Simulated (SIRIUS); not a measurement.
# ZnS (Wurtzite-2H) (P6_3mc) in SIRIUS: reference runs, part 5 of 5

SIRIUS 7.12.0.

## 8. Equation of state, PBEsol, 20.78 Å³/atom (volume scaled by 1.06)

Input file sirius.json:

```json
{
  "control": {
    "processing_unit": "cpu",
    "std_evp_solver_name": "lapack",
    "gen_evp_solver_name": "lapack",
    "verbosity": 2,
    "print_forces": false,
    "ortho_rf": true,
    "use_second_variation": true,
    "rmt_max": 3.0,
    "num_bands_to_print": 24,
    "save_wf": true
  },
  "parameters": {
    "electronic_structure_method": "full_potential_lapwlo",
    "xc_functionals": ["XC_GGA_X_PBE_SOL", "XC_GGA_C_PBE_SOL"],
    "core_relativity": "dirac",
    "valence_relativity": "iora",
    "num_fv_states": 43,
    "smearing": "fermi_dirac",
    "smearing_width": 0.0018374661,
    "pw_cutoff": 20,
    "gk_cutoff": 3.91,
    "lmax_apw": 10,
    "lmax_rho": 8,
    "lmax_pot": 8,
    "num_mag_dims": 0,
    "auto_rmt": 0,
    "ngridk": [8, 8, 5],
    "shiftk": [0, 0, 0],
    "num_dft_iter": 80,
    "energy_tol": 1e-07,
    "density_tol": 1e-05,
    "use_symmetry": true
  },
  "settings": {"tol_ne": 1e-10},
  "iterative_solver": {"type": "exact"},
  "mixer": {"type": "anderson", "beta": 0.5, "max_history": 8},
  "unit_cell": {
    "lattice_vectors": [[7.3429928316, 0.0, 0.0], [-3.6714964157, 6.3592183319, 0.0], [0.0, 0.0, 12.0116025483]],
    "atom_types": ["S", "Zn"],
    "atom_files": {"S": "S.json", "Zn": "Zn.json"},
    "atoms": {
      "S": [[0.6666666667, 0.3333333333, 0.885], [0.3333333333, 0.6666666667, 0.385]],
      "Zn": [[0.6666666667, 0.3333333333, 0.5], [0.3333333333, 0.6666666667, 0.0]]
    }
  }
}
```

Input file S.json:

```json
{
  "name": "sulphur",
  "symbol": "S",
  "number": 16,
  "mass": 32.065,
  "rmin": 1e-06,
  "rmt": 2.06,
  "nrmt": 800,
  "rinf": 13.52,
  "core": "1s",
  "valence": [
    {"basis": [{"enu": -0.09, "dme": 0, "n": 0, "auto": 0}, {"enu": -0.09, "dme": 1, "n": 0, "auto": 0}]},
    {"l": 0, "n": 1, "basis": [{"enu": -0.1266, "dme": 0, "n": 0, "auto": 0}]},
    {"l": 1, "n": 2, "basis": [{"enu": 0.01, "dme": 0, "n": 0, "auto": 0}]},
    {"l": 2, "n": 3, "basis": [{"enu": 0.01, "dme": 0, "n": 0, "auto": 0}]},
    {"l": 3, "n": 4, "basis": [{"enu": 0.01, "dme": 0, "n": 0, "auto": 0}]}
  ],
  "lo": [
    {
      "l": 0,
      "basis": [{"enu": -0.1266, "dme": 0, "n": 0, "auto": 0}, {"enu": -0.1266, "dme": 1, "n": 0, "auto": 0}]
    },
    {
      "l": 0,
      "basis": [{"enu": -0.1266, "dme": 1, "n": 0, "auto": 0}, {"enu": -0.1266, "dme": 2, "n": 0, "auto": 0}]
    },
    {
      "l": 0,
      "basis": [{"enu": -7.4663, "dme": 0, "n": 2, "auto": 1}, {"enu": -7.4663, "dme": 1, "n": 2, "auto": 1}]
    },
    {
      "l": 0,
      "basis": [{"enu": -0.1266, "dme": 0, "n": 0, "auto": 0}, {"enu": 2.7012, "dme": 0, "n": 0, "auto": 0}]
    },
    {"l": 1, "basis": [{"enu": 0.01, "dme": 0, "n": 0, "auto": 0}, {"enu": 0.01, "dme": 1, "n": 0, "auto": 0}]},
    {
      "l": 1,
      "basis": [{"enu": -5.4782, "dme": 0, "n": 2, "auto": 1}, {"enu": -5.4782, "dme": 1, "n": 2, "auto": 1}]
    },
    {
      "l": 1,
      "basis": [{"enu": -5.4782, "dme": 1, "n": 2, "auto": 1}, {"enu": 0.01, "dme": 0, "n": 0, "auto": 0}]
    },
    {"l": 1, "basis": [{"enu": 0.01, "dme": 0, "n": 0, "auto": 0}, {"enu": 4.3459, "dme": 0, "n": 0, "auto": 0}]},
    {"l": 2, "basis": [{"enu": 0.01, "dme": 0, "n": 0, "auto": 0}, {"enu": 0.01, "dme": 1, "n": 0, "auto": 0}]},
    {"l": 2, "basis": [{"enu": 0.01, "dme": 1, "n": 0, "auto": 0}, {"enu": 0.01, "dme": 2, "n": 0, "auto": 0}]},
    {"l": 2, "basis": [{"enu": 0.01, "dme": 0, "n": 0, "auto": 0}, {"enu": 3.6861, "dme": 0, "n": 0, "auto": 0}]},
    {"l": 3, "basis": [{"enu": 0.01, "dme": 0, "n": 0, "auto": 0}, {"enu": 0.01, "dme": 1, "n": 0, "auto": 0}]}
  ],
  "free_atom": [... radial grid and density of the free atom, the start of the SCF ...]
}
```

Input file Zn.json:

```json
{
  "name": "zinc",
  "symbol": "Zn",
  "number": 30,
  "mass": 65.38,
  "rmin": 1e-06,
  "rmt": 2.15,
  "nrmt": 800,
  "rinf": 14.28,
  "core": "1s2s2p",
  "valence": [
    {"basis": [{"enu": -0.09, "dme": 0, "n": 0, "auto": 0}, {"enu": -0.09, "dme": 1, "n": 0, "auto": 0}]},
    {"l": 0, "n": 1, "basis": [{"enu": 0.01, "dme": 0, "n": 0, "auto": 0}]},
    {"l": 1, "n": 2, "basis": [{"enu": 0.01, "dme": 0, "n": 0, "auto": 0}]},
    {"l": 2, "n": 3, "basis": [{"enu": -0.0181, "dme": 0, "n": 0, "auto": 0}]},
    {"l": 3, "n": 4, "basis": [{"enu": 0.01, "dme": 0, "n": 0, "auto": 0}]}
  ],
  "lo": [
    {"l": 0, "basis": [{"enu": 0.01, "dme": 0, "n": 0, "auto": 0}, {"enu": 0.01, "dme": 1, "n": 0, "auto": 0}]},
    {
      "l": 0,
      "basis": [{"enu": -4.4769, "dme": 0, "n": 3, "auto": 1}, {"enu": -4.4769, "dme": 1, "n": 3, "auto": 1}]
    },
    {
      "l": 0,
      "basis": [{"enu": -4.4769, "dme": 1, "n": 3, "auto": 1}, {"enu": 0.01, "dme": 0, "n": 0, "auto": 0}]
    },
    {"l": 0, "basis": [{"enu": 0.01, "dme": 0, "n": 0, "auto": 0}, {"enu": 3.4713, "dme": 0, "n": 0, "auto": 0}]},
    {"l": 1, "basis": [{"enu": 0.01, "dme": 0, "n": 0, "auto": 0}, {"enu": 0.01, "dme": 1, "n": 0, "auto": 0}]},
    {
      "l": 1,
      "basis": [{"enu": -2.8179, "dme": 0, "n": 3, "auto": 1}, {"enu": -2.8179, "dme": 1, "n": 3, "auto": 1}]
    },
    {
      "l": 1,
      "basis": [{"enu": -2.8179, "dme": 1, "n": 3, "auto": 1}, {"enu": 0.01, "dme": 0, "n": 0, "auto": 0}]
    },
    {"l": 1, "basis": [{"enu": 0.01, "dme": 0, "n": 0, "auto": 0}, {"enu": 3.9905, "dme": 0, "n": 0, "auto": 0}]},
    {
      "l": 2,
      "basis": [{"enu": -0.0181, "dme": 0, "n": 0, "auto": 0}, {"enu": -0.0181, "dme": 1, "n": 0, "auto": 0}]
    },
    {
      "l": 2,
      "basis": [{"enu": -0.0181, "dme": 1, "n": 0, "auto": 0}, {"enu": -0.0181, "dme": 2, "n": 0, "auto": 0}]
    },
    {
      "l": 2,
      "basis": [{"enu": -0.0181, "dme": 0, "n": 0, "auto": 0}, {"enu": 3.3567, "dme": 0, "n": 0, "auto": 0}]
    },
    {"l": 3, "basis": [{"enu": 0.01, "dme": 0, "n": 0, "auto": 0}, {"enu": 0.01, "dme": 1, "n": 0, "auto": 0}]},
    {"l": 3, "basis": [{"enu": 0.01, "dme": 0, "n": 0, "auto": 0}, {"enu": 3.7742, "dme": 0, "n": 0, "auto": 0}]}
  ],
  "free_atom": [... radial grid and density of the free atom, the start of the SCF ...]
}
```

Input file sirius_start.json:

```json
{
  "control": {
    "processing_unit": "cpu",
    "std_evp_solver_name": "lapack",
    "gen_evp_solver_name": "lapack",
    "verbosity": 1,
    "print_forces": false,
    "ortho_rf": true,
    "use_second_variation": true,
    "rmt_max": 3.0,
    "num_bands_to_print": 24,
    "save_wf": false
  },
  "parameters": {
    "electronic_structure_method": "full_potential_lapwlo",
    "xc_functionals": ["XC_LDA_X", "XC_LDA_C_PW"],
    "core_relativity": "dirac",
    "valence_relativity": "iora",
    "num_fv_states": 43,
    "smearing": "fermi_dirac",
    "smearing_width": 0.0055123983,
    "pw_cutoff": 20,
    "gk_cutoff": 3.13,
    "lmax_apw": 10,
    "lmax_rho": 8,
    "lmax_pot": 8,
    "num_mag_dims": 0,
    "auto_rmt": 0,
    "ngridk": [3, 3, 2],
    "shiftk": [0, 0, 0],
    "num_dft_iter": 30,
    "energy_tol": 0.01,
    "density_tol": 0.05,
    "use_symmetry": true
  },
  "settings": {"tol_ne": 1e-10},
  "iterative_solver": {"type": "exact"},
  "mixer": {"type": "anderson", "beta": 0.5, "max_history": 8},
  "unit_cell": {
    "lattice_vectors": [[7.3429928316, 0.0, 0.0], [-3.6714964157, 6.3592183319, 0.0], [0.0, 0.0, 12.0116025483]],
    "atom_types": ["S", "Zn"],
    "atom_files": {"S": "S.json", "Zn": "Zn.json"},
    "atoms": {
      "S": [[0.6666666667, 0.3333333333, 0.885], [0.3333333333, 0.6666666667, 0.385]],
      "Zn": [[0.6666666667, 0.3333333333, 0.5], [0.3333333333, 0.6666666667, 0.0]]
    }
  }
}
```

Potentials or basis: all-electron FP-LAPW, apw+lo standard.

Started as:

```
$ OMP_NUM_THREADS=1 sirius.scf --input=sirius_start.json --output=start.json
$ OMP_NUM_THREADS=1 sirius.scf --input=sirius.json --output=output.json --task=1
```

The log of the run:

```text
[info] SIRIUS version : 7.12.0
[info] number of MPI ranks           : 1
[info] MPI grid                      : 1 1
[info] maximum number of OMP threads : 1
[fft] FFT context for density and potential
[fft] =====================================
[fft]   plane wave cutoff                     : 20
[fft]   grid size                             : 50 50 80   total : 200000
[fft]   grid limits                           : -24 25   -24 25   -39 40
[fft]   number of G-vectors within the cutoff : 75887
[fft]   number of G-shells                    : 3728
[fft] FFT context for coarse grid
[fft] =====================================
[fft]   plane wave cutoff                     : 7.82
[fft]   grid size                             : 24 24 32   total : 18432
[fft]   grid limits                           : -11 12   -11 12   -15 16
[fft]   number of G-vectors within the cutoff : 4523
[fft]   number of G-shells                    : 279
[unit cell] lattice vectors
[unit cell]   a1 :       7.3429928316      0.0000000000      0.0000000000
[unit cell]   a2 :      -3.6714964157      6.3592183319      0.0000000000
[unit cell]   a3 :       0.0000000000      0.0000000000     12.0116025483
[unit cell] reciprocal lattice vectors
[unit cell]   b1 :       0.8556709030      0.4940218262     -0.0000000000
[unit cell]   b2 :       0.0000000000      0.9880436524      0.0000000000
[unit cell]   b3 :       0.0000000000     -0.0000000000      0.5230930079
[unit cell] unit cell volume :       560.89012456 [a.u.^3]
[unit cell] 1/sqrt(omega)    :         0.04222417
[unit cell] MT volume        :       156.49480217 (27.90%)
[unit cell] IT volume        :       404.39532239 (72.10%)
[unit cell] number of atom types : 2
[unit cell] type id : 0 symbol :  S mt_radius :   2.060000 num_atoms : 2
[unit cell] type id : 1 symbol : Zn mt_radius :   2.150000 num_atoms : 2
[unit cell] total number of atoms : 4
[unit cell] number of symmetry classes : 2
[unit cell] atom id  type id  class id             position                      vector_field
[unit cell] ------------------------------------------------------------------------------------------
[unit cell]      0        0        0      0.66667   0.33333   0.88500      0.00000   0.00000   0.00000
[unit cell]      1        0        0      0.33333   0.66667   0.38500      0.00000   0.00000   0.00000
[... 357 lines left out ...]
[diagonalize] ik:   27   -7.407569   -7.407569   -5.388730   -5.388730   -5.388730   -5.388730   -5.388675   -5.388675   -4.475915   -4.475915   -2.797720   -2.797719   -2.797353   -2.797352   -2.797351   -2.797350   -0.337016   -0.333566   -0.126825   -0.125217   -0.123250   -0.121580   -0.118421   -0.118145
[diagonalize] ik:   28   -7.407569   -7.407569   -5.388730   -5.388730   -5.388730   -5.388730   -5.388675   -5.388675   -4.475915   -4.475915   -2.797720   -2.797718   -2.797353   -2.797352   -2.797351   -2.797349   -0.337178   -0.333596   -0.125208   -0.124658   -0.121955   -0.121603   -0.120353   -0.119889
[diagonalize] ik:   29   -7.407569   -7.407569   -5.388730   -5.388730   -5.388730   -5.388730   -5.388676   -5.388675   -4.475915   -4.475915   -2.797721   -2.797720   -2.797353   -2.797352   -2.797351   -2.797351   -0.333484   -0.332051   -0.124745   -0.123055   -0.123035   -0.121277   -0.117238   -0.117221
[generate_core_charge_density] atom class : 0
[generate_core_charge_density]   n,l,k : 1 0 1  energy :         -87.90778647
[generate_core_charge_density] atom class : 1
[generate_core_charge_density]   n,l,k : 1 0 1  energy :        -349.42165255
[generate_core_charge_density]   n,l,k : 2 0 1  energy :         -42.25605148
[generate_core_charge_density]   n,l,k : 2 1 1  energy :         -37.19443237
[generate_core_charge_density]   n,l,k : 2 1 2  energy :         -36.31812958
[find] Total energy                   :   -4386.67543458 (Ha),   -8773.35086916 (Ry)
[find] iteration : 1, RMS (target) : 1.0246e-01 (1.0000e-05) , energy difference (target) : -1.1005e-05 (1.0000e-07)
[find] Total energy                   :   -4386.67535362 (Ha),   -8773.35070725 (Ry)
[find] iteration : 2, RMS (target) : 1.0874e-02 (1.0000e-05) , energy difference (target) : 8.0954e-05 (1.0000e-07)
[find] Total energy                   :   -4386.67540755 (Ha),   -8773.35081510 (Ry)
[... 20 lines left out ...]
[find] valence_eval_sum               :    -149.03731018
[find] core_eval_sum                  :   -2357.48782924
[find] kinetic energy                 :    4453.97226125
[find] enuc                           :   -5294.67073954
[find] <rho|V^{XC}>                   :    -249.42289287
[find] <rho|E^{XC}>                   :    -190.43970786
[find] <mag|B^{XC}>                   :       0.00000000
[find] <rho|V^{H}>                    :   -6711.07450779
[find] smearing (-TS)                 :      -0.00000000
[find] SCF correction                 :       0.00003207
[find] Total energy                   :   -4386.67540797 (Ha),   -8773.35081595 (Ry)
[find] Free energy (E-TS)             :   -4386.67540797 (Ha),   -8773.35081595 (Ry)
[find] band gap (eV)                  :       1.84167386
[find] Efermi                         :       0.13768315
[find] iteration : 7, RMS (target) : 3.2326e-06 (1.0000e-05) , energy difference (target) : 3.2469e-10 (1.0000e-07)
[find] converged after 8 SCF iterations!
Warning in function "check_num_electrons" at src/density/density.cpp:1179
wrong number of electrons
  obtained value : 91.9999
  target value : 92
  difference : 7.45731e-05
  total core leakage : 1.8974e-13
    atom class : 0, core leakage : 0
    atom class : 1, core leakage : 9.487e-14
[find] Charges and magnetic moments
[find] --------------------------------------------------------------------------------
[find] atom      charge    core leakage
[find] --------------------------------------------------------------------------------
[find]    0   14.094388    0.000000e+00
[find]    1   14.094388    0.000000e+00
[find]    2   28.405565    9.487002e-14
[find]    3   28.405565    9.487002e-14
[find] total core leakage    : 1.89740046e-13
[find] interstitial charge   : 7.000021
[find] total charge          : 91.999925
[find] Energy
[find] --------------------------------------------------------------------------------
[find] valence_eval_sum               :    -149.03731018
[find] core_eval_sum                  :   -2357.48782924
[find] kinetic energy                 :    4453.97226125
[find] enuc                           :   -5294.67073954
[find] <rho|V^{XC}>                   :    -249.42289287
[find] <rho|E^{XC}>                   :    -190.43970786
[find] <mag|B^{XC}>                   :       0.00000000
[find] <rho|V^{H}>                    :   -6711.07450779
[find] smearing (-TS)                 :      -0.00000000
[find] SCF correction                 :       0.00003207
[find] Total energy                   :   -4386.67540797 (Ha),   -8773.35081595 (Ry)
[find] Free energy (E-TS)             :   -4386.67540797 (Ha),   -8773.35081595 (Ry)
[find] band gap (eV)                  :       1.84167386
[find] Efermi                         :       0.13768315
```

It took 4.4 min on 1 thread of Arm Neoverse V1, shared host; peak memory 0.75 GiB.

What came out:

```
Free energy                                       : -119367.5189 eV
Band gap on the k mesh                            : 1.84 eV, direct
All electrons inside the program's atomic spheres : Zn 28.41; S 14.09 (radii S 2.06, Zn 2.15 bohr)
```

## 9. Equation of state, PBEsol

Potentials or basis: all-electron FP-LAPW, apw+lo standard.

No new run: the results of the series are fitted here.

Results:

```
Equilibrium volume                        : 19.25 Å³/atom
Bulk modulus at fixed shape and positions : 79 GPa
Pressure derivative of the bulk modulus   : 4.8
```

Energy against volume, from the lowest point:
| volume (Å³/atom) | energy (meV/atom) |
| --- | --- |
| 18.427 | 9.47 |
| 18.819 | 2.42 |
| 19.211 | 0.00 |
| 19.603 | 1.45 |
| 19.995 | 6.43 |
| 20.387 | 14.78 |
| 20.779 | 25.73 |

Caveat: the cell was scaled at fixed shape and fractional positions, which overstates the stiffness of a crystal with free parameters, most of all of layers and chains.

## 10. How close it comes

Step 2. A measured gap of ZnS is 3.911 eV (direct; 4 K; a printed reference work, monograph); the calculated 2.11 eV misses it by -1.80 eV. The value is that of PBEsol, without temperature or zero-point motion. Semilocal functionals fall short of measured gaps as a rule.
